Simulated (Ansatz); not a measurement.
A plane-wave DFT run in Ansatz 0.2.0 (scalar-relativistic PAW potentials unless the input names others): input and command.

```yaml
crystal:
  lattice:
    - [3.9364035669, 0.0, 0.0]
    - [0.0, 3.9364035669, 0.0492050446]
    - [0.0, 0.0492050446, 3.9364035669]
  atoms:
    - { symbol: Sr, position: [0.0, 0.0, 0.0] }
    - { symbol: Ti, position: [0.5, 0.5, 0.5] }
    - { symbol: O, position: [0.0, 0.5, 0.5] }
    - { symbol: O, position: [0.5, 0.0, 0.5] }
    - { symbol: O, position: [0.5, 0.5, 0.0] }
basis:
  ecutwfc: "400 eV"
kpoints:
  mp_grid: { grid: [8, 8, 8] }
hamiltonian:
  xc: pbe
scf:
  occupations: { method: gaussian, width: 0.05 }
output:
  forces: true
  eigenvalues: true
  stress: true
```

```bash
ansatz run input.yaml --threads 1 --pin off --max-ram 2560MiB --backend cpu --events-out ev --progress --plain --runs-dir out
```

Abridged log:
```
Warning: basis.ecutwfc = 400 eV is below the records' recommended 420 eV, and the density's cutoff is lower with it unless basis.ecutrho_ratio is high enough to keep the records' density cutoff: compare with a run at a higher cutoff
Pseudopotentials: kind: paw
Pseudopotential: Sr, paw, valence charge 10, recommended cutoff 420 eV (normal)
Pseudopotential: Ti, paw, valence charge 12, recommended cutoff 420 eV (normal)
Pseudopotential: O, paw, valence charge 6, recommended cutoff 420 eV (normal)
Functional definition: PBE
Crystal: 5 atoms, lattice volume = 60.986 Å³
Basis set: ecut = 400 eV, 1117 PW (Γ), exchange–correlation on 54×54×54 points (8 copies of the dense FFT grid, shifted against one another)
Bands: 25, of which v1, the nominal top of the filled ones, is band 20 counted from 1 (19 counted from 0)
Symmetry: 8 space group operations
Space group: Cmmm (ITA 65), of the structure as read, at distance tolerance 3.9e-5 Å
k-points: 105 of 512
Initial density: superposition of atomic densities (neutral atoms: chi_scale 0, normalization atom), corrected by the library's trained network
Initial wavefunctions: pseudopotential atomic-orbital guess
Functional: x = pbe(κ = 0.804, μ = 0.21951497), c = pbe(β = 0.06672455)
SCF iter   1: F=—  HF=-7754.448393 eV  |F-HF|=—  |Δ(HF+E_count)|=         —  Δρ=2.21e-3  dr2=1.64e-3  ethr=1.77e-3  ⟨swp⟩=7.2  Hψ=13567  notcnv=0
SCF iter   2: F=—  HF=-7754.450805 eV  |F-HF|=—  |Δ(HF+E_count)|=   2.41e-3  Δρ=9.99e-4  dr2=2.46e-4  ethr=4.11e-6  ⟨swp⟩=3.2  Hψ=5478  notcnv=0
SCF iter   3: F=—  HF=-7754.450982 eV  |F-HF|=—  |Δ(HF+E_count)|=   1.78e-4  Δρ=1.93e-4  dr2=1.85e-5  ethr=6.15e-7  ⟨swp⟩=2.7  Hψ=4197  notcnv=0
SCF iter   4: F=—  HF=-7754.450373 eV  |F-HF|=—  |Δ(HF+E_count)|=   6.10e-4  Δρ=6.37e-5  dr2=3.36e-6  ethr=4.63e-8  ⟨swp⟩=2.0  Hψ=4494  notcnv=0
SCF iter   5: F=—  HF=-7754.450372 eV  |F-HF|=—  |Δ(HF+E_count)|=   3.71e-7  Δρ=2.00e-5  dr2=4.84e-7  ethr=8.40e-9  ⟨swp⟩=2.0  Hψ=2701  notcnv=0  defer=1
SCF iter   6: F=-7754.450372 eV  HF=-7754.450372 eV  |F-HF|=3.06e-8  |Δ(HF+E_count)|=   1.10e-7  Δρ=6.95e-6  dr2=4.56e-8  ethr=2.50e-10  ⟨swp⟩=8.9  Hψ=12302  notcnv=0
SCF 1 converged in 6 iterations: F = -7754.450372 eV  dr2 = 4.56e-8
SCF converged after 6 iterations
Free energy (F): -7754.450372 eV
Harris-Foulkes:  -7754.450372 eV  (|F-HF|=3.06e-8)
Internal energy: -7754.450372 eV  (E = F + TS)
E sigma→0 (E₀):  -7754.450372 eV
Fermi energy:    10.569625 eV
--- Forces (eV/Å), atoms counted from 1 ---
  atom   1  Sr     0.00000000     0.00000000     0.00000000
  atom   2  Ti     0.00000000     0.00000000     0.00000000
  atom   3  O      0.00000000     0.00000000     0.00000000
  atom   4  O      0.00000000     0.00000000     0.00000000
  atom   5  O      0.00000000     0.00000000     0.00000000
--- Stress (GPa, compression-positive) ---
        0.054619       0.000000       0.000000
        0.000000       0.073154      -2.751652
        0.000000      -2.751652       0.073154
  P = ⅓ Tr σ = 0.0670 GPa (0.670 kbar)
```

Apart from outputs and empty bands, the input differs from a reference run on usual settings in basis.ecutwfc: 420 → "400 eV". The reference, at the same geometry, gave pressure 0.06 GPa, largest force 0.000 eV/Å, gap on the mesh 1.78 eV. This run converged in 6 SCF iterations (reference: 6) with an energy at zero smearing 4.81 meV/atom above the reference's, pressure 0.07 GPa, largest force 0.000 eV/Å, gap on the mesh 1.78 eV. Its cutoff is looser than usual, and the result moved.

The run took 7.8 s on 1 thread of Intel(R) Xeon(R) Platinum 8259CL CPU @ 2.50GHz (Skylake/Cascade Lake), on a shared host, peak memory 0.46 GiB.